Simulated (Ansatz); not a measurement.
```cif
data_structure
_symmetry_space_group_name_H-M 'P 1'
_symmetry_Int_Tables_number 1
_cell_length_a 3.2285
_cell_length_b 3.2285
_cell_length_c 3.2285
_cell_angle_alpha 60.000
_cell_angle_beta 60.000
_cell_angle_gamma 60.000
_cell_volume 23.80
loop_
_atom_site_label
_atom_site_type_symbol
_atom_site_fract_x
_atom_site_fract_y
_atom_site_fract_z
_atom_site_occupancy
Ti1 Ti 0.00000 0.00000 0.00000 1
O1 O 0.25000 0.25000 0.25000 1
O2 O 0.75000 0.75000 0.75000 1
```

RPA correlation and exact exchange on PBE orbitals, hand-made PAW set (Ansatz); 4×4×4 mesh, wave cutoff 930 eV, correlation extrapolated to infinite response cutoff from cutoffs up to 280 eV, 24 electrons, all correlated, 163 empty bands, long-wavelength term: optical limit. The band count ends below the top response cutoff.

The cell is then scaled evenly to 1.128 times this volume.

Energy change of the cell: PBE -0.656 eV (mean pressure +34.6 GPa); the Hartree-Fock expression on these orbitals -0.389 eV (mean pressure +20.5 GPa).

What change follows for RPA correlation and the RPA total?

RPA correlation: -0.189 eV (mean pressure +10.0 GPa). The RPA total: -0.578 eV (mean pressure +30.5 GPa).

This ran on a trial build of the method. The cell is a model at fixed atoms and needn't be the relaxed known crystal. The correlation step scatters with the plane-wave count, here by about 0.07 eV. The mesh is coarse, so these steps aren't converged.
